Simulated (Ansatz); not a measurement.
Theory: Ansatz 0.2.0, DFT PBE+D3(BJ), scalar-relativistic, plane waves, PAW.

Structure of As:

```
As
1.0
     1.86806   -5.41476    0.00000
     1.86806    5.41476    0.00000
     0.00000    0.00000    4.29897
As
4
Direct
  0.11265 0.88735 0.05556
  0.61265 0.38735 0.44444
  0.88735 0.11265 0.94444
  0.38735 0.61265 0.55556
```

Plane waves to 420 eV, a k mesh through Γ of 12×12×10 on the computed 4-atom cell and Gaussian smearing (0.10 eV); no spin polarisation.

Levels along Γ–Y–C0 | Σ0–Γ–Z–A0 | E0–T–Y | Γ–S–R–Z–T, in eV from the Fermi level, sorted by energy at each point. Points in fractions of the primitive reciprocal vectors: Γ (0.000 0.000 0.000), Y (-0.500 0.500 0.000), C0 (-0.280 0.720 0.000), Σ0 (0.280 0.280 0.000), Z (0.000 0.000 0.500), A0 (0.280 0.280 0.500), E0 (-0.280 0.720 0.500), T (-0.500 0.500 0.500), S (0.000 0.500 0.000), R (0.000 0.500 0.500).
```csv
point,"k (1/Å, with 2π)",band 27,band 28,band 29,band 30,band 31,band 32,band 33
Γ,0.000,-3.30,-2.25,-2.01,-0.90,1.99,2.40,2.48
-,0.083,-3.33,-2.20,-2.06,-0.85,1.94,2.37,2.53
-,0.166,-3.42,-2.21,-2.08,-0.72,1.83,2.24,2.60
-,0.249,-3.52,-2.38,-1.91,-0.53,1.74,1.89,2.64
-,0.332,-3.62,-2.47,-1.75,-0.33,1.31,1.71,2.62
-,0.414,-3.69,-2.32,-1.60,-0.16,0.61,1.77,2.54
-,0.497,-3.74,-1.95,-1.51,-0.07,-0.04,1.91,2.41
Y,0.580,-3.76,-1.68,-1.48,-0.43,-0.01,2.01,2.31
-,0.686,-3.82,-1.65,-1.63,-0.40,-0.04,2.17,2.49
-,0.792,-3.94,-1.96,-1.58,-0.29,-0.21,2.30,2.68
-,0.898,-3.90,-2.26,-1.49,-0.56,-0.12,1.60,2.63
-,1.004,-3.68,-2.44,-1.40,-1.04,0.10,0.96,2.13
-,1.109,-3.35,-2.50,-1.53,-1.42,0.37,0.54,1.54
-,1.215,-2.95,-2.50,-1.94,-1.59,0.45,0.62,1.02
C0,1.321,-2.52,-2.51,-2.13,-1.78,0.65,0.69,0.75
Σ0,1.321,-2.52,-2.51,-2.13,-1.78,0.65,0.69,0.75
-,1.455,-2.67,-1.99,-1.99,-1.70,0.66,0.67,1.12
-,1.590,-3.00,-1.68,-1.67,-1.39,0.75,0.94,1.04
-,1.724,-3.38,-1.69,-1.54,-1.11,1.04,1.28,1.70
-,1.859,-3.73,-1.89,-1.65,-0.93,1.64,2.10,2.39
-,1.993,-3.73,-2.08,-1.83,-0.85,2.47,2.54,2.80
-,2.127,-3.45,-2.21,-1.96,-0.87,2.33,2.44,2.69
Γ,2.262,-3.30,-2.25,-2.01,-0.90,1.99,2.40,2.48
-,2.366,-3.27,-2.23,-1.89,-1.04,1.99,2.44,2.56
-,2.471,-3.17,-2.17,-1.57,-1.41,2.04,2.26,2.90
-,2.575,-3.02,-2.08,-1.84,-1.14,1.89,2.08,2.52
-,2.679,-2.81,-2.05,-1.99,-0.67,1.35,1.98,2.06
-,2.784,-2.58,-1.94,-1.72,-0.18,0.73,1.70,1.72
-,2.888,-2.33,-1.98,-1.17,0.09,0.32,1.28,1.57
Z,2.993,-2.12,-2.12,-0.55,-0.55,0.81,0.81,1.66
-,3.127,-2.77,-2.77,-0.58,-0.58,0.86,0.86,2.40
-,3.262,-3.70,-3.70,-1.45,-1.45,1.96,1.96,3.50
-,3.396,-3.95,-3.95,-2.34,-2.34,3.12,3.12,4.49
-,3.530,-4.06,-4.06,-2.83,-2.83,3.96,3.96,4.16
-,3.665,-4.40,-4.40,-2.72,-2.72,3.44,3.44,4.78
-,3.799,-4.40,-4.40,-2.37,-2.37,2.86,2.86,5.15
A0,3.934,-3.95,-3.95,-1.97,-1.97,2.35,2.35,4.92
E0,3.934,-3.95,-3.95,-1.97,-1.97,2.35,2.35,4.92
-,4.040,-3.41,-3.41,-1.70,-1.70,2.01,2.01,4.63
-,4.145,-2.81,-2.81,-1.46,-1.46,1.73,1.73,4.13
-,4.251,-2.22,-2.22,-1.21,-1.21,1.48,1.48,3.38
-,4.357,-1.84,-1.84,-0.81,-0.81,1.24,1.24,2.53
-,4.463,-1.70,-1.70,-0.39,-0.39,1.01,1.01,1.84
-,4.569,-1.67,-1.67,-0.65,-0.65,1.26,1.26,1.53
T,4.675,-1.71,-1.71,-1.11,-1.11,1.45,1.45,1.77
-,4.779,-1.95,-1.76,-1.33,-0.49,1.01,1.11,2.00
-,4.883,-2.34,-1.70,-1.03,0.12,0.48,0.64,1.93
-,4.988,-2.75,-1.54,-0.76,-0.23,0.33,0.80,2.04
-,5.092,-3.13,-1.47,-0.82,-0.55,0.12,1.38,2.32
-,5.196,-3.56,-1.46,-1.29,-0.45,0.01,1.87,2.27
-,5.301,-3.72,-1.58,-1.47,-0.43,-0.01,2.08,2.20
Y,5.405,-3.76,-1.68,-1.48,-0.43,-0.01,2.01,2.31
Γ,5.405,-3.30,-2.25,-2.01,-0.90,1.99,2.40,2.48
-,5.532,-3.43,-2.21,-1.99,-0.86,2.25,2.43,2.66
-,5.659,-3.68,-2.15,-1.91,-0.78,2.40,2.72,2.83
-,5.787,-3.75,-2.11,-1.80,-0.77,1.70,2.40,2.65
-,5.913,-3.41,-2.09,-1.71,-0.94,0.96,1.83,2.35
-,6.041,-3.02,-2.12,-1.75,-1.37,0.49,1.46,1.84
-,6.168,-2.63,-2.25,-1.98,-1.85,0.47,1.26,1.44
S,6.295,-2.38,-2.38,-2.13,-2.13,0.83,0.83,1.26
-,6.399,-2.71,-2.71,-1.91,-1.91,0.75,0.75,1.76
-,6.503,-3.07,-3.07,-1.88,-1.88,1.13,1.13,2.51
-,6.608,-3.46,-3.46,-1.95,-1.95,1.91,1.91,2.74
-,6.712,-3.90,-3.90,-1.95,-1.95,2.39,2.39,3.04
-,6.817,-4.31,-4.31,-1.91,-1.91,2.21,2.21,3.99
-,6.921,-4.60,-4.60,-1.86,-1.86,2.05,2.05,4.82
R,7.026,-4.71,-4.71,-1.84,-1.84,1.98,1.98,5.18
-,7.153,-4.53,-4.53,-1.99,-1.99,2.23,2.23,4.97
-,7.280,-4.12,-4.12,-2.29,-2.29,2.83,2.83,4.45
-,7.407,-3.78,-3.78,-2.40,-2.40,3.51,3.51,3.76
-,7.534,-3.79,-3.79,-1.96,-1.96,2.76,2.76,4.09
-,7.661,-3.52,-3.52,-1.21,-1.21,1.70,1.70,3.27
-,7.788,-2.67,-2.67,-0.52,-0.52,0.80,0.80,2.29
Z,7.915,-2.12,-2.12,-0.55,-0.55,0.81,0.81,1.66
-,7.998,-2.12,-2.12,-0.58,-0.58,0.85,0.85,1.69
-,8.081,-2.15,-2.15,-0.65,-0.65,0.97,0.97,1.77
-,8.164,-2.18,-2.18,-0.75,-0.75,1.13,1.13,1.89
-,8.247,-2.21,-2.21,-0.84,-0.84,1.30,1.30,2.03
-,8.329,-2.25,-2.25,-0.94,-0.94,1.44,1.44,2.16
-,8.412,-1.95,-1.95,-1.04,-1.04,1.50,1.50,1.91
T,8.495,-1.71,-1.71,-1.11,-1.11,1.45,1.45,1.77
```

This form isn't the element's structure at ambient conditions.

Cost: 1 run of about 3.2 core-minutes, on Intel Xeon Platinum 8259CL (Skylake/Cascade Lake) (shared hosts).